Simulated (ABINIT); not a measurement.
# In (Im-3m) in ABINIT: optical spectrum with LDA

Aim: the optical spectrum of In with LDA.

Everything below comes from runs of ABINIT 10.8.3 (patched build). Logs are shortened: lines on timing, memory, paths and dates and some standing lists are left out, and cuts for length are marked. The log counts tension as positive stress, the text compression.

### 1 Starting point

The structure is cubic, space group Im-3m (No. 229). Conventional cell: a = 3.765 Å, b = 3.765 Å, c = 3.765 Å, α = 90.00°, β = 90.00°, γ = 90.00°. Around In (site symmetry m-3m) lie 8 In at 3.26 Å.

This isn't the form of In at room conditions, which is tetragonal.

### 2 Optical spectrum, LDA

run.abi reads:

```
# Datasets
ndtset 3

# Pseudopotentials
pp_dirpath "./"
pseudos "In.upf"

# Structure
acell 6.1616964885 6.1616964885 6.1616964885
rprim
    -0.5773502692     0.5773502692     0.5773502692
     0.5773502692    -0.5773502692     0.5773502692
     0.5773502692     0.5773502692    -0.5773502692
ntypat 1
znucl 49
natom 1
typat 1
xred
            0.0            0.0            0.0

# Plane-wave basis
ecut 952.398519 eV

# k points
ngkpt 12 12 12
nshiftk 2
shiftk
     0.2500000000     0.2500000000     0.2500000000
    -0.2500000000    -0.2500000000    -0.2500000000
istwfk *1

# Exchange and correlation
ixc 7

# Bands and occupations
occopt 3
tsmear 0.00367493

# SCF cycle
nstep 80

# Output
iomode 3
prteig 0
prtebands 0

# Dataset 1: ground state
nband1 11
tolvrs1 1.0e-12
prtden1 1
prtwf1 0
kptopt1 1

# Dataset 2: empty bands at fixed density
iscf2 -3
getden2 1
nband2 18
nbdbuf2 4
tolwfr2 1.0e-12
nstep2 120
prtden2 0
kptopt2 1

# Dataset 3: wave functions and velocity matrix elements in the full zone
optdriver3 8
wfk_task3 "wfk_optics_fullbz"
getwfk3 2
nband3 14
kptopt3 1
prtevk3 1
inclvkb3 2
```

optic.abi reads:

```
&FILES
 ddkfile_1 = 'runo_DS3_1_EVK.nc',
 ddkfile_2 = 'runo_DS3_2_EVK.nc',
 ddkfile_3 = 'runo_DS3_3_EVK.nc',
 wfkfile = 'runo_DS3_WFK.nc'
/
&PARAMETERS
 broadening = 0.005512,
 domega = 0.002,
 maxomega = 0.8,
 scissor = 0.000000,
 tolerance = 0.002
/
&COMPUTATIONS
 num_lin_comp = 1,
 lin_comp = 11,
 num_nonlin_comp = 0
/
```

Potentials or basis: PseudoDojo NC SR LDA v0.4.1 standard.

On the command line:

```sh
$ abinit run.abi > log 2>&1
$ optic optic.abi > optic.log 2>&1
```

run.abo:

```text
.Version 10.8.3 of ABINIT
 DATASET    1 : space group Im -3 m (#229); Bravais cI (body-center cubic)
================================================================================
 Values of the parameters that define the memory need for DATASET  1.
     intxc =       0    ionmov =       0      iscf =       7    lmnmax =       6
     lnmax =       6     mgfft =      36  mpssoang =       3    mqgrid =    3001
     natom =       1  nloc_mem =       1    nspden =       1   nspinor =       1
    nsppol =       1      nsym =      48    n1xccc =    2501    ntypat =       1
    occopt =       3   xclevel =       1
       mpw =        1803          nfft =       46656          nkpt =         112
================================================================================
================================================================================
[... 13 lines left out ...]
 DATASET    3 : space group Im -3 m (#229); Bravais cI (body-center cubic)
================================================================================
 Values of the parameters that define the memory need for DATASET  3.
     intxc =       0    ionmov =       0      iscf =       7    lmnmax =       6
     lnmax =       6     mgfft =      36  mpssoang =       3    mqgrid =    3001
     natom =       1  nloc_mem =       1    nspden =       1   nspinor =       1
    nsppol =       1      nsym =      48    n1xccc =    2501    ntypat =       1
    occopt =       3   xclevel =       1
       mpw =        1803          nfft =       46656          nkpt =         112
================================================================================
================================================================================

--------------------------------------------------------------------------------
------------- Echo of variables that govern the present computation ------------
--------------------------------------------------------------------------------
 -outvars: echo values of preprocessed input variables --------
            acell      6.1616964885E+00  6.1616964885E+00  6.1616964885E+00 Bohr
              amu      1.14820000E+02
             ecut      3.50000000E+01 Hartree
           getden1          0
           getden2          1
           getden3          0
           getwfk1          0
           getwfk2          0
           getwfk3          2
             iscf1          7
             iscf2         -3
             iscf3          7
              ixc           7
           jdtset        1    2    3
                       outvar_i_n : Printing only first  50 k-points.
         kptrlatt       12    0   12      0   12   12    -12  -12    0
          kptrlen      8.53789710E+01
            natom           1
            nband1         11
            nband2         18
            nband3         14
           nbdbuf1          0
           nbdbuf2          4
           nbdbuf3          0
           ndtset           3
            ngfft          36      36      36
             nkpt         112
            nstep1         80
            nstep2        120
            nstep3         80
             nsym          48
           ntypat           1
                       prtocc : prtvol=0, do not print more k-points.
                       prtocc : prtvol=0, do not print more k-points.
                       prtocc : prtvol=0, do not print more k-points.
           occopt           3
        optdriver1          0
        optdriver2          0
        optdriver3          8
           prtden1          1
           prtden2          0
           prtden3          1
        prtebands           0
           prteig           0
           prtevk1          0
           prtevk2          0
           prtevk3          1
            prtwf1          0
            prtwf2          1
            prtwf3          1
            rprim     -5.7735026920E-01  5.7735026920E-01  5.7735026920E-01
                       5.7735026920E-01 -5.7735026920E-01  5.7735026920E-01
                       5.7735026920E-01  5.7735026920E-01 -5.7735026920E-01
           shiftk      5.00000000E-01  5.00000000E-01 -5.00000000E-01
          spgroup         229
           tolvrs1     1.00000000E-12
           tolvrs2     0.00000000E+00
           tolvrs3     0.00000000E+00
           tolwfr1     0.00000000E+00
           tolwfr2     1.00000000E-12
           tolwfr3     0.00000000E+00
           tsmear      3.67493000E-03 Hartree
            typat      1
         wfk_task1          0
         wfk_task2          0
         wfk_task3          7
                       outvars : Printing only first  50 k-points.
            znucl       49.00000

================================================================================

 chkinp: Checking input parameters for consistency, jdtset=   1.

 chkinp: Checking input parameters for consistency, jdtset=   2.
[... 6 lines left out ...]
--- !DatasetInfo
iteration_state: {dtset: 1, }
dimensions: {natom: 1, nkpt: 112, mband: 11, nsppol: 1, nspinor: 1, nspden: 1, mpw: 1803, }
cutoff_energies: {ecut:  35.0, pawecutdg:  -1.0, }
electrons: {nelect:   1.30000000E+01, charge:   0.00000000E+00, occopt:   3.00000000E+00, tsmear:   3.67493000E-03, }
meta: {optdriver: 0, ionmov: 0, optcell: 0, iscf: 7, paral_kgb: 0, }
...

 Exchange-correlation functional for the present dataset will be:
  LDA: Perdew-Wang 92 LSD fit to Ceperley-Alder data - ixc=7
[... 139 lines left out ...]

--- !DatasetInfo
iteration_state: {dtset: 2, }
dimensions: {natom: 1, nkpt: 112, mband: 18, nsppol: 1, nspinor: 1, nspden: 1, mpw: 1803, }
cutoff_energies: {ecut:  35.0, pawecutdg:  -1.0, }
electrons: {nelect:   1.30000000E+01, charge:   0.00000000E+00, occopt:   3.00000000E+00, tsmear:   3.67493000E-03, }
meta: {optdriver: 0, ionmov: 0, optcell: 0, iscf: -3, paral_kgb: 0, }
...

 mkfilename : getden/=0, take file _DEN from output of DATASET   1.

 Exchange-correlation functional for the present dataset will be:
  LDA: Perdew-Wang 92 LSD fit to Ceperley-Alder data - ixc=7
  J.P.Perdew and Y.Wang, PRB 45, 13244 (1992)

 Real(R)+Recip(G) space primitive vectors, cartesian coordinates (Bohr,Bohr^-1):
 R(1)= -3.5574571  3.5574571  3.5574571  G(1)=  0.0000000  0.1405498  0.1405498
 R(2)=  3.5574571 -3.5574571  3.5574571  G(2)=  0.1405498  0.0000000  0.1405498
 R(3)=  3.5574571  3.5574571 -3.5574571  G(3)=  0.1405498  0.1405498  0.0000000
 Unit cell volume ucvol=  1.8008561E+02 bohr^3
 Angles (23,13,12)=  1.09471221E+02  1.09471221E+02  1.09471221E+02 degrees

 getcut: wavevector=  0.0000  0.0000  0.0000  ngfft=  36  36  36
         ecut(hartree)=     35.000   => boxcut(ratio)=   2.19383
--------------------------------------------------------------------------------

================================================================================

--- !BeginCycle
iteration_state: {dtset: 2, }
solver: {iscf: -3, nstep: 120, nline: 4, wfoptalg: 0, }
tolerances: {tolwfr: 1.00E-12, }
...

     iter   Etot(hartree)      deltaE(h)  residm     vres2
 Non-SCF case, kpt    1 ( -0.02083 -0.02083  0.06250), residuals and eigenvalues=
  7.28E-13  3.90E-13  7.12E-13  5.57E-13  6.76E-13  2.16E-13  8.43E-13  9.85E-13
  8.25E-13  8.71E-13  6.79E-13  8.42E-13  6.02E-13  7.70E-13  6.26E-13  7.69E-13
  4.36E-13  3.82E-12
 -3.1231E-01 -3.1231E-01 -3.1182E-01 -3.0245E-01 -3.0245E-01 -1.2129E-01
  5.9443E-01  6.0896E-01  6.0896E-01  6.9394E-01  6.9394E-01  7.1407E-01
  7.7979E-01  7.7979E-01  7.8701E-01  8.1625E-01  8.1625E-01  9.0626E-01
 prteigrs : prtvol=0 or 1, do not print more k-points.

--- !ResultsGS
iteration_state: {dtset: 2, }
comment   : Summary of ground state results
lattice_vectors:
- [ -3.5574571,   3.5574571,   3.5574571, ]
- [  3.5574571,  -3.5574571,   3.5574571, ]
- [  3.5574571,   3.5574571,  -3.5574571, ]
lattice_lengths: [   6.16170,    6.16170,    6.16170, ]
lattice_angles: [109.471, 109.471, 109.471, ] # degrees, (23, 13, 12)
lattice_volume:   1.8008561E+02
convergence: {deltae:  0.000E+00, res2:  0.000E+00, residm:  9.991E-13, diffor:  0.000E+00, }
etotal    :  -6.62478740E+01
entropy   :   0.00000000E+00
fermie    :   2.23733333E-01
cartesian_stress_tensor: null
pressure_GPa: null
xred      :
- [  0.0000E+00,   0.0000E+00,   0.0000E+00, In]
cartesian_forces: null
force_length_stats: {min: null, max: null, mean: null, }
...

 Integrated electronic density in atomic spheres:
 ------------------------------------------------
 Atom  Sphere_radius  Integrated_density
    1        2.00000          9.90304186
================================================================================

 ----iterations are completed or convergence reached----

 Mean square residual over all n,k,spin=   56.639E-14; max=  99.909E-14
 reduced coordinates (array xred) for    1 atoms
       0.000000000000      0.000000000000      0.000000000000

 cartesian coordinates (angstrom) at end:
    1      0.00000000000000     0.00000000000000     0.00000000000000
 length scales=  6.161696488500  6.161696488500  6.161696488500 bohr
              =  3.260629360003  3.260629360003  3.260629360003 angstroms
 Eigenvalues (hartree) for nkpt= 112  k points:
 kpt#   1, nband= 18, wtk=  0.00231, kpt= -0.0208 -0.0208  0.0625 (reduced coord)
  -0.31231   -0.31231   -0.31182   -0.30245   -0.30245   -0.12129    0.59443    0.60896
   0.60896    0.69394    0.69394    0.71407    0.77979    0.77979    0.78701    0.81625
   0.81625    0.90626
      occupation numbers for kpt#   1
   2.00000    2.00000    2.00000    2.00000    2.00000    2.00000    0.00000    0.00000
   0.00000    0.00000    0.00000    0.00000    0.00000    0.00000    0.00000    0.00000
   0.00000    0.00000
 prteigrs : prtvol=0 or 1, do not print more k-points.

--- !EnergyTerms
iteration_state     : {dtset: 2, }
comment             : Components of total free energy in Hartree
kinetic             :  4.16269534041385E+01
hartree             :  1.38462278848190E+01
xc                  : -1.97089102338597E+01
Ewald energy        : -4.32212132936935E+01
psp_core            :  1.82220728445051E+00
local_psp           : -4.58740363807127E+01
non_local_psp       : -1.47384504942681E+01
internal            : -6.62472218291259E+01
'-kT*entropy'       : -6.52059056686391E-04
total_energy        : -6.62478738881826E+01
...

--- !EnergyTermsDC
iteration_state     : {dtset: 2, }
comment             : '"Double-counting" decomposition of free energy'
band_energy         : -2.81917181648351E+00
Ewald energy        : -4.32212132936935E+01
psp_core            :  1.82220728445051E+00
xc_dc               : -2.20290440787436E+01
internal            : -6.62472219044702E+01
'-kT*entropy'       : -6.52059056686391E-04
total_energy_dc     : -6.62478739635269E+01
...

================================================================================
== DATASET  3 ==================================================================

--- !DatasetInfo
iteration_state: {dtset: 3, }
dimensions: {natom: 1, nkpt: 112, mband: 14, nsppol: 1, nspinor: 1, nspden: 1, mpw: 1803, }
cutoff_energies: {ecut:  35.0, pawecutdg:  -1.0, }
electrons: {nelect:   1.30000000E+01, charge:   0.00000000E+00, occopt:   3.00000000E+00, tsmear:   3.67493000E-03, }
meta: {optdriver: 8, wfk_task: 7, }
...

 mkfilename : getwfk/=0, take file _WFK from output of DATASET   2.

 Exchange-correlation functional for the present dataset will be:
  LDA: Perdew-Wang 92 LSD fit to Ceperley-Alder data - ixc=7
  J.P.Perdew and Y.Wang, PRB 45, 13244 (1992)

--------------------------------------------------------------------------------

 Computation of velocity matrix elements (DDK)

 Parameters extracted from the Abinit header:
    ecut:     35.0
    nkpt:    3456
    mband:   18
    nsppol:  1
    nspinor: 1
    useylm:  0
    inclvkb: 2
    bmin: 1, bmax: 18
    Computing diagonal and off-diagonal matrix elements
    Between band index bmin: 1, bmax: 18

== END DATASET(S) ==============================================================
================================================================================

 -outvars: echo values of variables after computation  --------
            acell      6.1616964885E+00  6.1616964885E+00  6.1616964885E+00 Bohr
           etotal1    -6.6247873964E+01
           etotal2    -6.6247873964E+01
           etotal3     0.0000000000E+00
            fcart1     0.0000000000E+00  0.0000000000E+00  0.0000000000E+00
            fcart3     0.0000000000E+00  0.0000000000E+00  0.0000000000E+00
            rprim     -5.7735026920E-01  5.7735026920E-01  5.7735026920E-01
                       5.7735026920E-01 -5.7735026920E-01  5.7735026920E-01
                       5.7735026920E-01  5.7735026920E-01 -5.7735026920E-01
           strten1     1.0082871895E-04  1.0082871895E-04  1.0082871895E-04
                       0.0000000000E+00  0.0000000000E+00  0.0000000000E+00
           strten3     0.0000000000E+00  0.0000000000E+00  0.0000000000E+00
                       0.0000000000E+00  0.0000000000E+00  0.0000000000E+00
 Calculation completed.
```

It took 3.1 min on 1 thread of Arm Neoverse V2, shared host; peak memory 1.9 GiB.

What came out:

```
Free energy : -1802.6965 eV
Pressure    : -3.0 GPa
```

Dielectric function (mean over the directions given):
```tsv
energy (eV)	real part	imaginary part
0.33	31.82	12.21
0.76	37.01	37.08
1.31	-6.36	38.84
1.74	-8.82	14.36
2.29	-11.41	14.79
2.83	-5.72	3.62
3.27	-3.94	2.83
3.81	-2.51	2.59
4.25	-2.18	1.55
4.79	-1.63	0.95
5.33	-0.72	0.90
5.77	-0.53	0.91
6.31	-0.49	0.54
6.75	-0.05	0.38
7.29	0.16	0.33
7.84	0.18	0.40
8.27	0.32	0.22
8.82	0.52	0.15
9.36	0.69	0.18
9.80	0.78	0.24
10.34	0.73	0.12
10.78	0.88	0.14
11.32	0.95	0.11
11.86	1.01	0.12
12.30	1.10	0.08
12.84	1.23	0.08
13.28	1.32	0.11
13.82	1.48	0.15
14.37	1.60	0.44
14.80	1.46	0.52
15.35	1.47	0.76
15.89	1.27	0.69
16.33	1.24	0.63
16.87	1.14	0.76
17.31	1.07	0.61
17.85	1.25	0.68
18.39	1.00	0.56
18.83	1.17	0.58
19.38	1.03	0.71
19.92	1.08	0.58
```

Caveat: the intraband (Drude) term is left out; spectra need much finer meshes, so this one isn't converged; independent-particle spectra lack excitons.
